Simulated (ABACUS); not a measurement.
Crystal: Mg.

```xyz
1
Lattice="-1.7728 1.7728 1.7728 1.7728 -1.7728 1.7728 1.7728 1.7728 -1.7728" Properties=species:S:1:pos:R:3 pbc="T T T"
Mg    0.0000    0.0000    0.0000
```

This isn't the form of Mg at room conditions, which is hcp.

A run of ABACUS 3.10.1 on this cell left the log below. Logs are shortened: lines on timing, memory, paths and dates and some standing lists are left out, and cuts for length are marked.

```text
ABACUS v3.10.1

               Atomic-orbital Based Ab-initio Computation at UStc

 ------------------------------------------------------------------------------------

 READING GENERAL INFORMATION
                           global_out_dir = OUT.Mg/
                           global_in_card = INPUT
                               pseudo_dir = ./
                              orbital_dir =
                                    DSIZE = 4
                                    GSIZE = 1

 READING UNITCELL INFORMATION
                                    ntype = 1
                  lattice constant (Bohr) = 1.88973
              lattice constant (Angstrom) = 1

 READING ATOM TYPE 1
                               atom label = Mg
                      L=0, number of zeta = 1
                      L=1, number of zeta = 1
                      L=2, number of zeta = 1
             number of atom for this type = 1

                        TOTAL ATOM NUMBER = 1
DIRECT COORDINATES
    atom                   x                   y                   z     mag                  vx                  vy                  vz
taud_Mg1            0.0000000000        0.0000000000        0.0000000000  0.0000        0.0000000000        0.0000000000        0.0000000000

                          Volume (Bohr^3) = 150.387
                             Volume (A^3) = 22.285

 Lattice vectors: (Cartesian coordinate: in unit of a_0)
             -1.77276            +1.77276            +1.77276
             +1.77276            -1.77276            +1.77276
             +1.77276            +1.77276            -1.77276
 Reciprocal vectors: (Cartesian coordinate: in unit of 2 pi/a_0)
                   +0           +0.282045           +0.282045
            +0.282045                  +0           +0.282045
            +0.282045           +0.282045                  +0
 The esolver type has been set to : ksdft_pw

                PAO radial cut off (Bohr) = 10

 Read in pseudopotential file is Mg.upf
[... 196 lines left out ...]
 E_Harris       -119.2599630555      -1622.6150408246
 E_Fermi        0.4353418222         5.9231293601
----------------------------------------------------------
[... 39 lines left out ...]
 Density error is 3.73694039788e-09
                          Error Threshold = 1.21211756049e-10
----------------------------------------------------------
     Energy           Rydberg                 eV
----------------------------------------------------------
 E_KohnSham     -118.7905421827      -1616.2282421946
 E_KS(sigma->0) -118.7904503932      -1616.2269933332
 E_Harris       -118.7899580813      -1616.2202950874
 E_band         -26.1639647301       -355.9790025998
 E_one_elec     -91.6710462498       -1247.2485706189
 E_Hartree      43.0424524720        585.6226095138
 E_xc           -15.8454862043       -215.5888999583
 E_Ewald        -54.3162786215       -739.0108834084
 E_entropy(-TS) -0.0001835792        -0.0024977228
 E_descf        0.0000000000         0.0000000000
 E_exx          0.0000000000         0.0000000000
 E_Fermi        0.4315556621         5.8716160089
----------------------------------------------------------

 charge density convergence is achieved
 final etot is -1616.2282422 eV
 EFERMI = 5.8716160089 eV

 STATE ENERGY(eV) AND OCCUPATIONS    NSPIN == 1
 1/14 kpoint (Cartesian) = 0.0000 0.0000 0.0000 (1961 pws)
       1       -70.1851     0.00150263
       2       -36.9422     0.00150263
       3       -36.9422     0.00150263
       4       -36.9422     0.00150263
       5       -1.21337     0.00150263
       6        19.1989        0.00000
       7        19.1989        0.00000
       8        19.1989        0.00000
       9        21.2140        0.00000
[... 45 lines left out ...]
 6/14 kpoint (Cartesian) = 0.12820 -0.12820 0.0000 (1968 pws)
       1       -70.1815      0.0180316
       2       -36.9780      0.0180316
       3       -36.9549      0.0180316
       4       -36.9419      0.0180316
       5        3.60850      0.0180316
       6        5.77327      0.0158187
       7        14.7109    3.01492e-79
       8        15.4580    9.76498e-86
       9        16.2928        0.00000

[... levels at 8 further k points ...]

------------------------------------------------------------------------------------------
 TOTAL-FORCE (eV/Angstrom)
------------------------------------------------------------------------------------------
                       Mg1         0.0000000000         0.0000000000         0.0000000000
------------------------------------------------------------------------------------------

----------------------------------------------------------------
 TOTAL-STRESS (KBAR)
----------------------------------------------------------------
         9.8757845103         0.0000000000         0.0000000000
         0.0000000000         9.8757845103        -0.0000000000
        -0.0000000000        -0.0000000000         9.8757845103
----------------------------------------------------------------
 TOTAL-PRESSURE: 9.875785 KBAR

 --------------------------------------------
 !FINAL_ETOT_IS -1616.2282421945792521 eV
 --------------------------------------------
```

**Question.** What input gives this log?

**Answer.** Single point with PBE, no spin polarisation. The files as run (others can give the same):

INPUT
```
INPUT_PARAMETERS
suffix              Mg
calculation         scf
basis_type          pw
pseudo_dir          ./
symmetry            1
dft_functional      pbe
ecutwfc             84
pseudo_rcut         10
nspin               1
nbands              9
ks_solver           dav
smearing_method     fd
smearing_sigma      0.00367493
scf_thr             1e-08
scf_nmax            100
mixing_type         broyden
mixing_beta         0.7
cal_force           1
cal_stress          1
kpar                4
```

STRU
```
ATOMIC_SPECIES
Mg 24.3050 Mg.upf

LATTICE_CONSTANT
1.8897261246

LATTICE_VECTORS
-1.7727644967 1.7727644967 1.7727644967
1.7727644967 -1.7727644967 1.7727644967
1.7727644967 1.7727644967 -1.7727644967

ATOMIC_POSITIONS
Direct

Mg
0.0
1
0.0000000000 0.0000000000 0.0000000000 1 1 1
```

KPT
```
K_POINTS
0
Gamma
11 11 11 0 0 0
```

Potentials or basis: PseudoDojo NC SR 0.4.1 PBE standard, plane waves.
Launch:
```console
$ OMP_NUM_THREADS=1 mpirun -np 4 abacus > log
```
